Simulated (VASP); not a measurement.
# LiF: NMR shieldings

What are the shielding tensors of LiF? The cell is of the wurtzite type, one of the forms listed for this formula, which need not be the common one. The start is a computed cell from the Materials Project.

Main program and level: VASP 6.6.1; LDA; plane waves and PAW (F, Li_sv), in the first sound run; inputs show where later runs differ.

**1. Starting point**

The structure is hexagonal, space group P6_3mc (No. 186). The conventional cell has a = 3.061 Å, b = 3.061 Å, c = 4.807 Å, α = 90.00°, β = 90.00°, γ = 120.00°. Nearest to F lie 4 Li at 1.85 to 1.86 Å. Li has 4 F at 1.85 to 1.86 Å nearest. Farther neighbours and most contacts between anions are not listed.

**2. Ground state**

The next steps need an insulator, so the gap is checked first.

Contents of INCAR:

```
SYSTEM = LiF
PREC = Accurate
ENCUT = 650
EDIFF = 1E-07
NELM = 100
ISMEAR = 0
SIGMA = 0.01
LREAL = .FALSE.
ALGO = Normal
GGA = CA
NBANDS = 16
LORBIT = 11
LWAVE = .FALSE.
LCHARG = .FALSE.
KPAR = 4
```

Contents of POSCAR:

```
LiF
1.0
    3.0609398175      0.0000000000      0.0000000000
   -1.5304699087      2.6508516414      0.0000000000
    0.0000000000      0.0000000000      4.8073245700
F Li
2 2
Direct
    0.6666666667      0.3333333333      0.4938437400
    0.3333333333      0.6666666667      0.9938437400
    0.6666666667      0.3333333333      0.8811542600
    0.3333333333      0.6666666667      0.3811542600
```

Contents of KPOINTS:

```
Automatic mesh
0
Gamma
7 7 4
0 0 0
```

Potentials, in the order of the species: F and Li_sv (PBE family, release 64).

Command:

```sh
> mpirun -np 4 vasp_std
```

The program printed:

```text
[banner, memory and clock lines left out]
running    4 mpi-ranks, on    1 nodes
 distrk:  each k-point on    1 cores,    4 groups
 distr:  one band on    1 cores,    1 groups

 POSCAR found type information on POSCAR F Li
 POSCAR found :  2 types and       4 ions
|                                                                             |
|               ----> ADVICE to this user running VASP <----                  |
|                                                                             |
|     You enforced a specific xc type in the INCAR file but a different       |
|     [... a line on the potential file left out ...]
|     I HOPE YOU KNOW WHAT YOU ARE DOING!                                     |
|                                                                             |

 LDA part: xc-table for (Slater(with rela. corr.)+CA(PZ))
 , standard interpolation
 POSCAR, INCAR and KPOINTS ok, starting setup
 FFT: planning ... GRIDC
 FFT: planning ... GRID_SOFT
 FFT: planning ... GRID
 WAVECAR not read
 entering main loop
       N       E                     dE             d eps       ncg     rms          rms(c)
DAV:   1     0.136548766838E+03    0.13655E+03   -0.12434E+04   768   0.157E+03
DAV:   2    -0.120741203113E+02   -0.14862E+03   -0.14608E+03   928   0.355E+02
DAV:   3    -0.218184539546E+02   -0.97443E+01   -0.97073E+01  1408   0.711E+01
DAV:   4    -0.220828392933E+02   -0.26439E+00   -0.26436E+00   872   0.104E+01
DAV:   5    -0.220861688926E+02   -0.33296E-02   -0.33293E-02  1128   0.110E+00    0.642E+00
DAV:   6    -0.208874374556E+02    0.11987E+01   -0.35633E+00   768   0.151E+01    0.232E+00
DAV:   7    -0.208673260430E+02    0.20111E-01   -0.14597E-01  1048   0.288E+00    0.142E+00
DAV:   8    -0.208592704056E+02    0.80556E-02   -0.50914E-02  1056   0.237E+00    0.283E-01
DAV:   9    -0.208589442683E+02    0.32614E-03   -0.90783E-03  1136   0.809E-01    0.112E-01
DAV:  10    -0.208590926889E+02   -0.14842E-03   -0.50302E-04   984   0.211E-01    0.434E-02
DAV:  11    -0.208590774528E+02    0.15236E-04   -0.66777E-05  1080   0.857E-02    0.735E-03
DAV:  12    -0.208590774417E+02    0.11064E-07   -0.37802E-06  1088   0.135E-02    0.355E-03
DAV:  13    -0.208590772175E+02    0.22425E-06   -0.46400E-07  1072   0.651E-03    0.108E-03
DAV:  14    -0.208590771788E+02    0.38717E-07   -0.54196E-08   712   0.247E-03
   1 F= -.20859077E+02 E0= -.20859077E+02  d E =-.216964E-79
```

Wall time 7 s (4 MPI ranks of AMD EPYC 7R43, shared host); peak memory 0.46 GiB.

Lines that name or quote the potential files are left out of all logs, and their timing lines are given in words.

From OUTCAR (step 2):

```text
ion  position               nearest neighbor table
   1  0.667  0.333  0.494-   4 1.85   4 1.85   4 1.85   3 1.86
   2  0.333  0.667  0.994-   3 1.85   3 1.85   3 1.85   4 1.86
   3  0.667  0.333  0.881-   2 1.85   2 1.85   2 1.85   1 1.86
   4  0.333  0.667  0.381-   1 1.85   1 1.85   1 1.85   2 1.86

  LATTYP: Found a hexagonal cell.
 ALAT       =     3.0609398175
 C/A-ratio  =     1.5705387419

 Subroutine GETGRP returns: Found 12 space group operations
 (whereof  6 operations were pure point group operations)

The static configuration has the point symmetry C_3v.
 The point group associated with its full space group is C_6v.

 Found     24 irreducible k-points:

   k-points           NKPTS =     24   k-points in BZ     NKDIM =     24   number of bands    NBANDS=     16

   dimension x,y,z NGX =    28 NGY =   28 NGZ =   40
   dimension x,y,z NGXF=    56 NGYF=   56 NGZF=   80

   ENCUT  =  650.0 eV  47.77 Ry    6.91 a.u.   6.36  6.36  9.99*2*pi/ulx,y,z

   NELECT =      20.0000    total number of electrons

 k-points in reciprocal lattice and weights: Automatic mesh
   0.00000000  0.00000000  0.00000000       0.005
   0.14285714  0.00000000  0.00000000       0.031
   0.28571429  0.00000000  0.00000000       0.031
   0.42857143 -0.00000000  0.00000000       0.031
   0.14285714  0.14285714  0.00000000       0.031
   0.28571429  0.14285714  0.00000000       0.061
   0.42857143  0.14285714  0.00000000       0.031
   0.28571429  0.28571429  0.00000000       0.031
   0.00000000  0.00000000  0.25000000       0.010
[...]
0.42857143  0.14285714  0.50000000       0.031
   0.28571429  0.28571429  0.50000000       0.031

 average (electrostatic) potential at core
       1 -77.8341       2 -77.8341       3 -61.0049       4 -61.0049

 E-fermi :  -2.6728

 k-point     1 :       0.0000    0.0000    0.0000
  band No.  band energies     occupation
    ...
      6      -3.2921      2.00000
      7      -3.2921      2.00000
      8      -2.9570      2.00000
      9      -2.9570      2.00000
     10      -2.8044      2.00000
     11       4.7920      0.00000
     12       8.9988      0.00000
     13      12.3090      0.00000
     14      15.3900      0.00000
     15      15.3900      0.00000
    ...

 k-point     2 :       0.1429    0.0000    0.0000
  band No.  band energies     occupation
    ...
      6      -3.5217      2.00000
      7      -3.4133      2.00000
      8      -3.2374      2.00000
      9      -2.9951      2.00000
     10      -2.8656      2.00000
     11       5.2689      0.00000
     12       9.2536      0.00000
     13      12.0907      0.00000
     14      14.5959      0.00000
     15      15.4770      0.00000
    ...

 k-point     3 :       0.2857    0.0000    0.0000
  band No.  band energies     occupation
    ...
      6      -4.0530      2.00000
      7      -3.6783      2.00000
      8      -3.6561      2.00000
      9      -3.0997      2.00000
     10      -3.0480      2.00000
     11       6.4365      0.00000
     12       9.6980      0.00000
     13      11.5514      0.00000
     14      13.5239      0.00000
     15      15.1636      0.00000
    ...

  Total       -0.7119314     -0.7119314     -0.8274012     -0.0000000     -0.0000000     -0.0000000
  in kB      -29.2418655    -29.2418655    -33.9846706     -0.0000000     -0.0000000     -0.0000000
  external PRESSURE =     -30.8228005 kB  Pullay stress =       0.0000000 kB

  energy-cutoff  :      650.00
  volume of cell :       39.01
      direct lattice vectors                 reciprocal lattice vectors
     3.060939817  0.000000000  0.000000000     0.326697047  0.188618628  0.000000000
    -1.530469909  2.650851641  0.000000000     0.000000000  0.377237256  0.000000000
     0.000000000  0.000000000  4.807324570     0.000000000  0.000000000  0.208015911

 POSITION                                       TOTAL-FORCE (eV/Angst)
 -----------------------------------------------------------------------------------
      1.53047      0.88362      2.37407         0.000000      0.000000      0.008063
     -0.00000      1.76723      4.77773        -0.000000      0.000000      0.008063
      1.53047      0.88362      4.23599        -0.000000      0.000000     -0.008063
     -0.00000      1.76723      1.83233         0.000000      0.000000     -0.008063
 -----------------------------------------------------------------------------------
    total drift:                               -0.000000      0.000001      0.000117

  FREE ENERGIE OF THE ION-ELECTRON SYSTEM (eV)
  ---------------------------------------------------
  free  energy   TOTEN  =       -20.8590771788 eV

  energy  without entropy=      -20.8590771788  energy(sigma->0) =      -20.85907718

 total charge
# of ion       s       p       d       tot
------------------------------------------
    1        1.714   4.390   0.000   6.104
    2        1.714   4.390   0.000   6.104
    3        2.028   0.083   0.000   2.111
    4        2.028   0.083   0.000   2.111
--------------------------------------------------
tot          7.484   8.945   0.000  16.429

[... 3 further parts left out ...]
```

The gap is read on the k-mesh alone, so it is an upper bound where the band edges lie off the mesh. The PAW data sets were made with PBE, though LDA sets exist; this is a small mismatch.

A gap read on the k-mesh alone can miss the band edges.

Numbers from this step:

| Quantity | Value |
| --- | --- |
| free energy (TOTEN) | -20.86 eV |
| Fermi energy | -2.673 eV |
| pressure | -3.082 GPa |
| gap on the k-mesh | 7.596 eV |
| least direct gap on the k-mesh | 7.596 eV |

The cell has a gap of 7.60 eV on this mesh and a pressure of -3.1 GPa, which holds the misfit of the given cell and coordinates with this functional, and any error of cutoff, mesh and data sets.

(Part 1 of 3 ends here.)

[Lines on the potential files, build, host, timing and source positions are cut from VASP's logs without a mark.]

[Logs are printed without paths, hosts, clocks, repeated set-up lines and the standing remarks that a program may print on its own settings, such as how far it seeks lower states.]

[Hosts, paths, dates, database ids (printed as entryN), source tags and the programs' standing remarks are cut or masked in the printed files.]
